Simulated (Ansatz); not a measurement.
Zincblende BeS, relaxed with r2SCAN in the PAW code Ansatz: the symmetry is F-43m (No. 216, cubic); conventional cell a = 4.869 Å, 14.43 Å³ an atom. Be has 4 S at 2.11 Å; S has 4 Be at 2.11 Å. It was then strained (uniaxial along x, other directions held), atoms relaxed again within the symmetry left. Unstrained, HSE06 gives 4.085 eV (Γ → X, 6×6×6 mesh), and the band edges keep their places in every row. Only one sign of strain is shown, since it lowers the symmetry, and equivalent edge states can then move with another slope on the other side. Stress is positive in compression. The values are computed, spin-unpolarised, and not measurements.

Axes as in this cell:
```yaml
crystal:
  lattice:
    - [0.00000, 2.43431, 2.43431]
    - [2.43431, 0.00000, 2.43431]
    - [2.43431, 2.43431, 0.00000]
  atoms:
    - { symbol: Be, position: [0.00000, 0.00000, 0.00000] }
    - { symbol: S, position: [0.25000, 0.25000, 0.25000] }
```

```
strain (%)        ε  ΔE_g, HSE06 (eV)  Δσ_xx, r2SCAN (GPa)
      -2.5  -0.0250            -0.283                +4.23
     -1.05  -0.0105            -0.118                +1.75
     -0.65  -0.0065            -0.073                +1.08
```

**Question.** Fit ΔE_g = a x + b x² to these rows by least squares, with x = ε.

**Answer.** The normal equations take Σx² = 7.775e-04, Σx³ = -1.706e-05, Σx⁴ = 4.046e-07, ΣxΔE = 8.788e-03 and Σx²ΔE = -1.930e-04, and give a = +11.19 eV, b = -5.3 eV; the largest residual is 0.000 eV.

**Question.** Fit the change of σ_xx in the same way.

**Answer.** Δσ_xx = -164.9 x + (171) x² GPa. The slope, 165 GPa, is C₁₁ in these axes.

**Question.** Predict the withheld row at -2.28 % (x = -0.0228).

**Answer.** ΔE_g ≈ +11.19 × (-0.0228) + (-5.3) × (-0.0228)² = -0.258 eV, and Δσ_xx ≈ +3.85 GPa. The runs give -0.257 eV and +3.85 GPa, off by +0.001 eV and 0.00 GPa.
